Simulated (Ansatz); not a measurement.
Relax this structure to zero stress and force, keeping its symmetry:

```
Hg
1.0
    -2.92975    2.92975    1.57255
     2.92975   -2.92975    1.57255
     2.92975    2.92975   -1.57255
Hg
2
Direct
  0.75000 0.25000 0.50000
  0.00000 0.00000 0.00000
```

These are results of Ansatz 0.2.0, DFT PBE, scalar-relativistic, plane waves, PAW, not measurements.

Plane waves to 420 eV, a k mesh through Γ of 16×16×16 on the computed 2-atom cell and Gaussian smearing (0.10 eV); no spin polarisation.

**Question.** What does it relax to?

**Answer.** The volume rises by 1.95 Å³/atom to 28.95 Å³/atom, and the energy falls by 8.2 meV/atom. Final structure:
```
Hg
1.0
    -3.00546    3.00546    1.60249
     3.00546   -3.00546    1.60249
     3.00546    3.00546   -1.60249
Hg
2
Direct
  0.75000 0.25000 0.50000
  0.00000 0.00000 0.00000
```

Course of the relaxation (steps run on the plane waves of an earlier cell, and the basis is chosen afresh near the end, so energy and pressure can step there; trial steps that raised the energy were taken back; energies are free energies):

| step | E − E_final (meV/atom) | P (GPa) | V (Å³/atom) |
| --- | --- | --- | --- |
| 1 | 8.2 | 1.48 | 27.00 |
| 2 | 1.8 | 0.57 | 28.06 |
| 3 | 0.5 | 0.11 | 28.77 |
| 4 | 0.5 | 0.01 | 28.95 |
| 5 | 0.0 | -0.01 | 28.95 |

Spin–orbit coupling is left out, which can shift energies with elements as heavy as these.